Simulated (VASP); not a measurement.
# Cd (P6_3/mmc) in VASP: further runs

Runs on Cd. Level: PBE. Tasks: single point.

All numbers are computed with VASP 6.6.1; they aren't measurements. Logs are shortened: lines on timing, memory, paths and dates and some standing lists are left out, and cuts for length are marked.

### Step 1. The structure

It takes space group P6_3/mmc (No. 194, hexagonal). The conventional cell has a = 2.979 Å, b = 2.979 Å, c = 5.618 Å, α = 90.00°, β = 90.00°, γ = 120.00°. Cd (site symmetry -6m2) has 12 Cd at 2.98 to 3.29 Å as nearest neighbours.

### Step 2. Single point, PBE

INCAR reads:

```
PREC     = Accurate       # precision mode
ENCUT    = 550            # plane-wave cutoff, eV
EDIFF    = 1E-6           # SCF threshold, eV
ISMEAR   = 0              # smearing method
SIGMA    = 0.05           # smearing width, eV
LREAL    = F              # projectors in reciprocal space
LASPH    = T              # aspherical terms in the spheres
NELM     = 80             # most SCF steps
ALGO     = Fast           # electronic algorithm
ISIF     = 2              # what is computed and relaxed
LWAVE    = F              # write WAVECAR
LCHARG   = F              # write CHGCAR
GGA      = PE             # functional
```

KPOINTS reads:

```
Automatic mesh
0
Gamma
  10 10 5
```

POSCAR reads:

```
Cd
2.9789
    0.999989929168      0.000000000000      0.000000000000
   -0.499994964584      0.866016682198      0.000000000000
    0.000000000000      0.000000000000      1.885813555339
Cd
2
Direct
    0.6666666667      0.3333333333      0.7500000000
    0.3333333333      0.6666666667      0.2500000000
```

Potentials or basis: VASP PAW PBE potentials, release 64 (Cd_GW).

On the command line:

```sh
> cat potpaw_PBE.64/Cd_GW/POTCAR > POTCAR
> mpirun -np 1 vasp_std > vasp.out
```

OUTCAR:

```text
PREC = Accurate
   ENCUT = 550
   EDIFF = 1E-6
   ISMEAR = 0
   LREAL = F
   LASPH = T
   NELM = 80
   ISIF = 2
   GGA = PE

 ion  position               nearest neighbor table
   1  0.667  0.333  0.750-   2 3.29   2 3.29   2 3.29   2 3.29   2 3.29   2 3.29
   2  0.333  0.667  0.250-   1 3.29   1 3.29   1 3.29   1 3.29   1 3.29   1 3.29

  LATTYP: Found a hexagonal cell.
 ALAT       =     2.9788700000
 C/A-ratio  =     1.8858325472

  Lattice vectors:

 A1 = (   2.9788700000,   0.0000000000,   0.0000000000)
 A2 = (  -1.4894350000,   2.5797770946,   0.0000000000)
 A3 = (   0.0000000000,   0.0000000000,   5.6176500000)

Analysis of symmetry for initial positions (statically):
=====================================================================
 Subroutine PRICEL returns:
 Original cell was already a primitive cell.

 Routine SETGRP: Setting up the symmetry group for a
 hexagonal supercell.

 Subroutine GETGRP returns: Found 24 space group operations
 (whereof 12 operations were pure point group operations)
 out of a pool of 24 trial point group operations.

The static configuration has the point symmetry D_3d.
 The point group associated with its full space group is D_6h.

Analysis of symmetry for dynamics (positions and initial velocities):
=====================================================================
 Subroutine PRICEL returns:
 Original cell was already a primitive cell.

 Routine SETGRP: Setting up the symmetry group for a
 hexagonal supercell.

 Subroutine GETGRP returns: Found 24 space group operations
 (whereof 12 operations were pure point group operations)
 out of a pool of 24 trial point group operations.

The dynamic configuration has the point symmetry D_3d.
 The point group associated with its full space group is D_6h.

 Subroutine INISYM returns: Found 24 space group operations
 (whereof 12 operations are pure point group operations),
 and found     1 'primitive' translations

----------------------------------------------------------------------------------------

                                     Primitive cell

  volume of cell :      43.1706

  direct lattice vectors                    reciprocal lattice vectors
     2.978870000  0.000000000  0.000000000     0.335697765  0.193815195  0.000000000
    -1.489435000  2.579777095  0.000000000     0.000000000  0.387630389  0.000000000
     0.000000000  0.000000000  5.617650000     0.000000000  0.000000000  0.178010378

  length of vectors
     2.978870000  2.978870000  5.617650000     0.387630390  0.387630389  0.178010378

  position of ions in fractional coordinates (direct lattice)
     0.666666667  0.333333333  0.750000000
     0.333333333  0.666666667  0.250000000

  ion indices of the primitive-cell ions
   primitive index   ion index
                 1           1
                 2           2

----------------------------------------------------------------------------------------

 KPOINTS: Automatic mesh

Automatic generation of k-mesh.
 Grid dimensions read from file:
 generate k-points for:   10   10    5

 Generating k-lattice:

  Cartesian coordinates                     Fractional coordinates (reciprocal lattice)
     0.033569776  0.019381519  0.000000000     0.100000000  0.000000000  0.000000000
     0.000000000  0.038763039  0.000000000     0.000000000  0.100000000  0.000000000
     0.000000000  0.000000000  0.035602076     0.000000000  0.000000000  0.200000000

  Length of vectors
     0.038763039  0.038763039  0.035602076

  Shift w.r.t. Gamma in fractional coordinates (k-lattice)
     0.000000000  0.000000000  0.000000000

 Subroutine IBZKPT returns following result:
 ===========================================

 Found     42 irreducible k-points:

 Following reciprocal coordinates:
            Coordinates               Weight
  0.000000  0.000000  0.000000      1.000000
  0.100000  0.000000  0.000000      6.000000
  0.200000  0.000000  0.000000      6.000000
  0.300000  0.000000  0.000000      6.000000
  0.400000  0.000000  0.000000      6.000000
  0.500000  0.000000  0.000000      3.000000
[... 34 lines left out ...]
  0.400000  0.200000  0.400000     12.000000
  0.300000  0.300000  0.400000     12.000000
   k-points           NKPTS =     42   k-points in BZ     NKDIM =     42   number of bands    NBANDS=     16
   number of dos      NEDOS =    301   number of ions     NIONS =      2
   total plane-waves  NPLWV =  27648
   dimension x,y,z NGX =    24 NGY =   24 NGZ =   48
   dimension x,y,z NGXF=    48 NGYF=   48 NGZF=   96
   ions per type =               2
   NGX,Y,Z   is equivalent  to a cutoff of  13.39, 13.39, 14.20 a.u.
   NGXF,Y,Z  is equivalent  to a cutoff of  26.79, 26.79, 28.41 a.u.
 SYSTEM =  unknown system
   PREC   = accura    normal or accurate (medium, high low for compatibility)
   ISTART =      0    job   : 0-new  1-cont  2-samecut
   ICHARG =      2    charge: 1-file 2-atom 10-const
   ISPIN  =      1    spin polarized calculation?
   LNONCOLLINEAR =      F non collinear calculations
   LSORBIT =      F    spin-orbit coupling
   LASPH  =      T    aspherical Exc in radial PAW
   ENCUT  =  550.0 eV  40.42 Ry    6.36 a.u.   5.70  5.70 10.74*2*pi/ulx,y,z
   NELM   =     80;   NELMIN=  2; NELMDL= -5     # of ELM steps
   EDIFF  = 0.1E-05   stopping-criterion for ELM
   LREAL  =      F    real-space projection
   EDIFFG = 0.1E-04   stopping-criterion for IOM
   NSW    =      0    number of steps for IOM
   IBRION =     -1    ionic relax: 0-MD 1-quasi-New 2-CG
   NFREE  =      0    steps in history (QN), initial steepest desc. (CG)
   ISIF   =      2    stress and relaxation
   ISYM   =      2    0-nonsym 1-usesym 2-fastsym
   POTIM  = 0.5000    time-step for ionic-motion
   TEBEG  =    0.0;   TEEND  =   0.0 temperature during run
   PSTRESS=    0.0 pullay stress
   NELECT =      24.0000    total number of electrons
   NUPDOWN=      -1.0000    fix difference up-down
   EMIN   =  10.00;   EMAX   =-10.00  energy-range for DOS
   EFERMI =   0.00;   METHOD = LEGACY
   ISMEAR =     0;   SIGMA  =   0.05  broadening in eV -4-tet -1-fermi 0-gaus
   EFERMI_NEDOS =   21; number of points for ismear=-14 and -15
   IALGO  =     68    algorithm
   IMIX   =      4    mixing-type and parameters
     AMIX     =   0.40;   BMIX     =  1.00
     AMIX_MAG =   1.60;   BMIX_MAG =  1.00
  volume/ion in A,a.u.               =      21.59       145.66
  Fermi-wavevector in a.u.,A,eV,Ry     =   1.346116  2.543790 24.654136  1.812028
  Thomas-Fermi vector in A             =   2.473974
   LORBIT       =      0    0 simple, 1 ext, 2 COOP (PROOUT), +10 PAW based schemes
   GGA     = PE    functional components
   LHFCALC =     F    Hartree Fock is set to
   AEXX    =    0.0000 exact exchange contribution
   IVDW    =     0    specifies the selected vdW correction
   LEPSILON=     F    determine dielectric tensor
   LRPA    =     F    only Hartree local field effects (RPA)
 non-spin polarized calculation
 RMM-DIIS sequential band-by-band and
 Gauss-broadening in eV      SIGMA  =   0.05
  energy-cutoff  :      550.00
  volume of cell :       43.17
 maximum number of plane-waves:      1281
 NGX is ok and might be reduce to    24
   NGX = 11   NGY = 11   NGZ = 21

 number of electron      24.0000004 magnetization

 Free energy of the ion-electron system (eV)
  ---------------------------------------------------
  ext. energy  EPLUGINS =         0.00000000
  ---------------------------------------------------
  free energy    TOTEN  =        -1.50805963 eV

  energy without entropy =       -1.50766214  energy(sigma->0) =       -1.50786089

 E-fermi :   5.9193     XC(G=0): -11.0632

 val. band max:        5.7202627540   @ k =   0.3000   0.2000   0.2000
 cond. band min:       5.9221327362   @ k =   0.3000   0.0000   0.0000
 fundamental gap:      0.2018699822
 Fermi energy:         5.9193432277

 k-point     1 :       0.0000    0.0000    0.0000
  band No.  band energies     occupation
      1      -3.8621      2.00000
      2      -3.5965      2.00000
      3      -3.2321      2.00000
      4      -3.2321      2.00000
      5      -3.1811      2.00000
      6      -3.1811      2.00000
[... 8 lines left out ...]
     15      19.7726      0.00000
     16      20.8169      0.00000

 k-point     2 :       0.1000    0.0000    0.0000
  band No.  band energies     occupation
      1      -3.7654      2.00000
      2      -3.5138      2.00000
      3      -3.2668      2.00000
      4      -3.2126      2.00000
      5      -3.1413      2.00000
      6      -3.0936      2.00000
[... 8 lines left out ...]
     15      17.5128      0.00000
     16      19.1955      0.00000

 k-point     3 :       0.2000    0.0000    0.0000
  band No.  band energies     occupation
      1      -3.6752      2.00000
      2      -3.4361      2.00000
      3      -3.3215      2.00000
      4      -3.1206      2.00000
      5      -3.0388      2.00000
      6      -2.8956      2.00000
[... 8 lines left out ...]
     15      17.2598      0.00000
     16      17.4990      0.00000

 k-point     4 :       0.3000    0.0000    0.0000
  band No.  band energies     occupation
      1      -3.8093      2.00000
      2      -3.6017      2.00000
      3      -3.3497      2.00000
      4      -3.1107      2.00000
      5      -2.9900      2.00000
      6      -2.9039      2.00000
[... 8 lines left out ...]
     15      14.8220      0.00000
     16      15.5090      0.00000
[... 628 lines left out ...]
 k-point    38 :       0.4000    0.1000    0.4000
  band No.  band energies     occupation
      1      -3.8069      2.00000
      2      -3.7597      2.00000
      3      -3.5927      2.00000
      4      -3.4969      2.00000
      5      -2.8990      2.00000
      6      -2.7341      2.00000
[... 8 lines left out ...]
     15      12.9209      0.00000
     16      13.5583      0.00000

 k-point    39 :       0.2000    0.2000    0.4000
  band No.  band energies     occupation
      1      -3.5223      2.00000
      2      -3.4766      2.00000
      3      -3.3885      2.00000
      4      -3.3164      2.00000
      5      -3.0931      2.00000
      6      -2.9999      2.00000
[... 8 lines left out ...]
     15      11.8249      0.00000
     16      12.5048      0.00000

 k-point    40 :       0.3000    0.2000    0.4000
  band No.  band energies     occupation
      1      -3.5637      2.00000
      2      -3.4968      2.00000
      3      -3.4559      2.00000
      4      -3.3796      2.00000
      5      -3.0424      2.00000
      6      -2.8658      2.00000
[... 8 lines left out ...]
     15      10.8995      0.00000
     16      11.8047      0.00000

 [... further k-points ...]

------------------------ aborting loop because EDIFF is reached ----------------------------------------

  FORCE on cell =-STRESS in cart. coord.  units (eV):
  Direction    XX          YY          ZZ          XY          YZ          ZX
  --------------------------------------------------------------------------------------
  -------------------------------------------------------------------------------------
  Total        0.8986120      0.8986120      0.4176645      0.0000000      0.0000000      0.0000000
  in kB       33.3498893     33.3498893     15.5006428      0.0000000      0.0000000      0.0000000
  external PRESSURE =      27.4001405 kB  Pullay stress =       0.0000000 kB

 VOLUME and BASIS-vectors are now :
 -----------------------------------------------------------------------------
  energy-cutoff  :      550.00
  volume of cell :       43.17
      direct lattice vectors                 reciprocal lattice vectors
     2.978870000  0.000000000  0.000000000     0.335697765  0.193815195  0.000000000
    -1.489435000  2.579777095  0.000000000     0.000000000  0.387630389  0.000000000
     0.000000000  0.000000000  5.617650000     0.000000000  0.000000000  0.178010378

 POSITION                                       TOTAL-FORCE (eV/Angst)
 -----------------------------------------------------------------------------------
      1.48944      0.85993      4.21324         0.000000     -0.000000      0.000000
     -0.00000      1.71985      1.40441        -0.000000      0.000000      0.000000
 -----------------------------------------------------------------------------------
    total drift:                               -0.000000      0.000000     -0.000000

  FREE ENERGIE OF THE ION-ELECTRON SYSTEM (eV)
  ---------------------------------------------------
  free  energy   TOTEN  =        -1.5080596312 eV

  energy  without entropy=       -1.5076621427  energy(sigma->0) =       -1.50786089
```

Wall time 22 s (1 thread of AMD EPYC 9R45 (Zen 5), shared host); peak memory 0.16 GiB.

Results:

```yaml
Free_energy: -1.5081 eV
Pressure: 2.7 GPa
Band_gap_on_the_k_mesh: none (metal or under the smearing width)
```

### Step 3. Single point, PBE

run.py reads:

```python
from ase.calculators.vasp import Vasp
from ase.dft.bandgap import bandgap
from ase.io import read

atoms = read('Cd.xyz')
calc = Vasp(
    directory='calc',
    xc='pbe',
    pp='PBE',
    setups={'base': 'minimal', 'Cd': '_GW'},
    prec='Accurate',
    encut=550,
    ediff=1e-06,
    ismear=0,
    sigma=0.05,
    lreal=False,
    lasph=True,
    nelm=100,
    algo='Fast',
    isif=2,
    lwave=False,
    lcharg=True,
    lelf=True,
    lvhar=True,
    kpts=[10, 10, 5],
    gamma=True,
)
atoms.calc = calc

print('energy (eV):', atoms.get_potential_energy())
print('free energy (eV):', atoms.get_potential_energy(force_consistent=True))
print('forces (eV/A):')
print(atoms.get_forces())
print('stress (eV/A^3, Voigt):', atoms.get_stress())
print('Fermi level (eV):', calc.get_fermi_level())
gap, top, bottom = bandgap(calc)
print('band gap (eV):', gap, 'from (spin, k, band)', top, 'to', bottom)
```

Cd.xyz reads:

```xyz
2
Lattice="2.9788700000 0.0000000000 0.0000000000 -1.4894350000 2.5797770946 0.0000000000 0.0000000000 0.0000000000 5.6176500000" Properties=species:S:1:pos:R:3 pbc="T T T"
Cd     1.4894350001      0.8599256981      4.2132375000
Cd    -0.0000000001      1.7198513965      1.4044125000
```

Potentials or basis: VASP PAW PBE potentials, release 64 (Cd_GW).

On the command line:

```sh
> python run.py
```

Run time: 23 s. Hardware: 1 thread of AMD EPYC 9R45 (Zen 5), shared host; peak memory 0.16 GiB.

The run converged. Its results:

| Property | Result |
| --- | --- |
| Free energy | -1.5081 eV |
| Pressure | 2.7 GPa |
| Band gap on the k mesh | none (metal or under the smearing width) |

Stress tensor (GPa, compression positive):
```
3.33 0.00 0.00
0.00 3.33 0.00
0.00 0.00 1.55
```

Levels at points of the mesh, in eV from the Fermi level:
| k point | band 8 | band 9 | band 10 | band 11 | band 12 | band 13 | band 14 | band 15 | band 16 |
| --- | --- | --- | --- | --- | --- | --- | --- | --- | --- |
| (0.00, 0.00, 0.00) | -8.63 | -8.63 | -8.38 | -8.38 | -2.93 | -2.91 | 10.44 | 13.85 | 14.90 |
| (0.50, 0.00, 0.00) | -8.41 | -8.12 | -8.09 | -2.22 | -1.72 | 2.08 | 3.12 | 3.28 | 5.36 |
